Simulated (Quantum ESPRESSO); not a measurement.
Here is a Quantum ESPRESSO 7.5 calculation.

Contents of pw.in:

```
&CONTROL
  calculation = 'scf'
  prefix = 'pwscf'
  outdir = './tmp'
  pseudo_dir = './pseudo'
  tprnfor = .true.
  tstress = .true.
  disk_io = 'nowf'
/
&SYSTEM
  ibrav = 0
  nat = 3
  ntyp = 2
  ecutwfc = 45
  ecutrho = 360
  nbnd = 24
  occupations = 'smearing'
  smearing = 'fd'
  degauss = 0.00367493
/
&ELECTRONS
  conv_thr = 6d-10
  electron_maxstep = 120
  mixing_beta = 0.3
/
ATOMIC_SPECIES
Pt   195.0840 pt_pbesol_v1.4.uspp.F.UPF
S     32.0600 s_pbesol_v1.4.uspp.F.UPF
CELL_PARAMETERS bohr
   6.6956776048    0.0000000000    0.0000000000
  -3.3478388024    5.7986269013    0.0000000000
   0.0000000000    0.0000000000    9.5219519968
ATOMIC_POSITIONS bohr
Pt     0.0000000000    0.0000000000    0.0000000000
S      3.3478388027    1.9328756336    7.3604688935
S     -0.0000000003    3.8657512677    2.1614831033
K_POINTS automatic
9 9 5 0 0 0
HUBBARD {ortho-atomic}
U Pt-5d 3.0
```

Potentials or basis: GBRV 1.5 PBEsol.

Command:

```console
$ OMP_NUM_THREADS=1 mpirun -n 2 pw.x -nk 2 -in pw.in > pw.out
```

**Question.** Predict the largest force.

**Answer.** 0.998 eV/Å.

**Question.** What does it give for the band gap on the k mesh?

**Answer.** 0.92 eV, indirect (least direct gap 0.99 eV).

**Question.** Estimate the pressure.

**Answer.** 6.3 GPa.

Eigenvalues of the final occupation matrices:
```tsv
site	spin	trace	eigenvalues
Pt 1 5d	each	4.34	0.70 0.70 0.98 0.98 0.98
```

Caveat: spin-orbit coupling is left out, which moves the levels of the heavy elements; an odd mesh through Γ misses points on the zone boundary, where band edges often lie.
